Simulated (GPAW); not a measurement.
Wanted: an ASE script for a GPAW 26.7.0 run.

```yaml
Task: dielectric tensor
Functional: PBE
Potentials_or_basis: GPAW PAW data sets (gpaw-data 1.2.1)
Cutoff: 450 eV
Basis: pw
k_mesh: 6 × 6 × 6
Occupations: fermi-dirac, width 0.001 eV
Spin: no spin polarisation
Response_ecut: 80 eV
Maxiter: 150
Response_k_mesh: 18 × 18 × 18
Response_bands: 30
Kernels: "[\"RPA\"]"
Coarser_k_mesh: 18 × 18 × 18
```

Crystal: SnTe.

```
Te Sn
1.0
     0.00000    3.19231    3.19231
     3.19231    0.00000    3.19231
     3.19231    3.19231    0.00000
Te Sn
1 1
Direct
  0.50000 0.50000 0.50000
  0.00000 0.00000 0.00000
```

The input as run:

run.py

```python
import numpy as np
from ase import Atoms
from ase.dft.bandgap import bandgap
from ase.io import write
from gpaw import GPAW, PW
from gpaw.response.df import DielectricFunction

atoms = Atoms(['Te', 'Sn'],
              cell=[[0.0, 3.1923133075, 3.1923133075],
                    [3.1923133075, 0.0, 3.1923133075],
                    [3.1923133075, 3.1923133075, 0.0]],
              scaled_positions=[[0.5, 0.5, 0.5],
                                [0.0, 0.0, 0.0]],
              pbc=True)

calc = GPAW(mode=PW(450),
            xc='PBE',
            kpts={'size': (6, 6, 6), 'gamma': True},
            occupations={'name': 'fermi-dirac', 'width': 0.001},
            nbands=19,
            convergence={'density': 1e-06},
            maxiter=150,
            txt='gpaw.txt')
atoms.calc = calc
energy = atoms.get_potential_energy()
calc.write('gs.gpw')
write('result.traj', atoms)
print(f'Energy: {energy:.6f} eV')
print('Fermi level:', round(calc.get_fermi_level(), 4), 'eV')
print(f'Gap: {bandgap(calc)[0]:.4f} eV, direct: {bandgap(calc, direct=True)[0]:.4f} eV')

for size in [(18, 18, 18)]:
    name = 'x'.join(str(n) for n in size)
    dense = calc.fixed_density(kpts={'size': size, 'gamma': True},
                               nbands=36, convergence={'bands': 30, 'eigenstates': 1e-7},
                               update_fermi_level=True, txt=f'dense-{name}.txt')
    dense.write(f'{name}.gpw', mode='all')
    df = DielectricFunction(f'{name}.gpw', frequencies=np.array([0.0]), hilbert=False, eta=0.001,
                            ecut=80, nbands=30, intraband=False, txt=f'df-{name}.txt')
    for xc in ['RPA']:
        for direction in ['x', 'y', 'z', [0, 1, 1], [1, 0, 1], [1, 1, 0]]:
            e0, e = df.get_macroscopic_dielectric_constant(xc=xc, direction=direction)
            print(f'{name} {xc} {direction}: {e0:.4f} without, {e:.4f} with local fields')
```

Potentials or basis: GPAW PAW data sets (gpaw-data 1.2.1), pw.

Command:

```bash
$ OMP_NUM_THREADS=1 python run.py
```

It gave:

```
Band gap on the k mesh                  : 0.01 eV, direct
Electronic dielectric tensor (diagonal) : 23469.91
```

Caveat: the gap is small at this level, which inflates the dielectric constant; the long-wavelength limit can be off by a per cent or two; spin-orbit coupling is left out, which moves the levels of the heavy elements.

Wall time 3.7 min on 1 thread of Arm Neoverse V2, on a shared host, peak memory 0.52 GiB.
